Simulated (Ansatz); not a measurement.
Level of theory: DFT PBE, scalar-relativistic, plane waves, PAW (Ansatz 0.2.0). All cells share a 420 eV cutoff and Γ-centred k meshes spaced at most about 0.3 Å⁻¹ (about 0.25 or finer for metals, 2π included). No spin polarisation.

These are static total energies at zero pressure.

Compare these two cells of Na2H, each relaxed at this level.

1. Space group P4/mmm (No. 123), tetragonal, a = 4.655 Å, c = 3.492 Å. Na is surrounded by 2 H at 2.33 Å, 4 Na at 3.29 Å and 2 Na at 3.49 Å; around H lie 4 Na at 2.33 Å.

2. Space group P4mm (No. 99), tetragonal, a = 3.308 Å, c = 6.236 Å. Na on its first site has 1 H at 2.38 Å and 4 Na at 3.31 Å; Na on its second site is surrounded by 4 H at 2.41 Å and 4 Na at 3.31 Å; around H lie 5 Na at 2.38–2.41 Å.

**Question.** Which would you expect to be lower, and how large is the difference?

**Answer.** Cell 2 is lower, by 132 meV/atom. Cell 1 has space group P4/mmm (No. 123), 25.2 Å³/atom and no gap on its mesh; cell 2 has space group P4mm (No. 99), 22.7 Å³/atom and no gap. Counting H atoms around Na (those within 1.25 times the shortest such distance or 1.15 times the sum of covalent radii; a slash parts the counts of unlike sites), cell 1 has Na 2 and cell 2 has Na 1/4. The denser one is the lower, and pressure would at first widen the difference. Origin: cell 1, invented; cell 2, invented, then shaken at random and relaxed again. Shaken at random and relaxed again, cell 1 falls into cell 2, 132 meV/atom lower, so it is a saddle point or a shallow minimum.

With hydrogen, zero-point motion can shift such differences by 10 meV/atom or more. Cells without such a test can be saddle points.
